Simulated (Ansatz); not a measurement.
Crystal: MgTe.

```xyz
2
Lattice="0.0000 3.2320 3.2320 3.2320 0.0000 3.2320 3.2320 3.2320 0.0000" Properties=species:S:1:pos:R:3 pbc="T T T"
Te    1.6160    1.6160    1.6160
Mg    0.0000    0.0000    0.0000
```

The cell comes from a database or a generator and needn't be the stable form of this composition.

Base run:

| Item | Value |
| --- | --- |
| Program | Ansatz 0.2.0 |
| Functional | BLYP |
| Potentials or basis | Ansatz PAW |
| Cutoff | 420 eV (not typed: the program's choice for these potentials) |
| k mesh | 7 × 7 × 7 |
| Occupations | fermi-dirac, width 0.05 eV |
| Spin | no spin polarisation |

Its results: band gap on the k mesh 2.50 eV, direct; pressure 2.0 GPa.

The run is repeated on the same cell with these changes: functional from BLYP to PBEsol. What comes out?

Band gap on the k mesh 2.30 eV, direct; pressure -0.4 GPa.

PBEsol binds more tightly than BLYP, so the same cell stands under less pressure.

Caveats: spin-orbit coupling is left out, which moves the levels of the heavy elements; the PAW data sets come from PBE, with cores solved anew for the run's functional, which leaves a small shift of forces and pressure.
